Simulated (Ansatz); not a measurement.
**Random displacements in InSe**

All numbers below come from DFT PBEsol, scalar-relativistic, plane waves, PAW (Ansatz). Cutoff 420 eV, Γ-centred 12×12×12 k-points, Gaussian smearing of 0.03 eV. No spin polarisation. Energies are free energies at this smearing, counted from the undisturbed cell; pressure is positive in compression.

Reference structure (as given, not relaxed at this level):

```xyz
4
Lattice="2.0000 1.1547 8.3167 -2.0000 1.1547 8.3167 0.0000 -2.3094 8.3167" Properties=species:S:1:pos:R:3 pbc="T T T"
In    0.0000    0.0000    0.0000
In    0.0000    0.0000    2.7994
Se    0.0000    0.0000   15.3567
Se    0.0000    0.0000   20.7085
```

The cell holds layers and no dispersion correction was added, so their binding is poorly described.

The atoms are displaced (Å, in the unstrained cell):

```tsv
atom	ux	uy	uz
In1	0.060	0.076	0.033
In2	-0.090	-0.046	-0.114
Se3	-0.030	0.055	0.113
Se4	0.061	-0.085	-0.032
```

The cell is not strained.

Task: What are the energy change, the stress and the forces?

Result: ΔE = 40.8 meV/atom; stress (xx, yy, zz, yz, xz, xy; compression positive) (1.23, 0.33, 3.25, 0.44, -2.35, 0.04) GPa; gap on the mesh 0.41 eV.
| atom | Fx (eV/Å) | Fy | Fz |
| --- | --- | --- | --- |
| In1 | -0.52 | -0.18 | -0.11 |
| In2 | 0.64 | -0.28 | 1.03 |
| Se3 | 0.57 | 0.14 | -0.63 |
| Se4 | -0.69 | 0.32 | -0.29 |

Cost: 1 run of about 4.2 core-minutes, on Arm Neoverse V2 (shared hosts).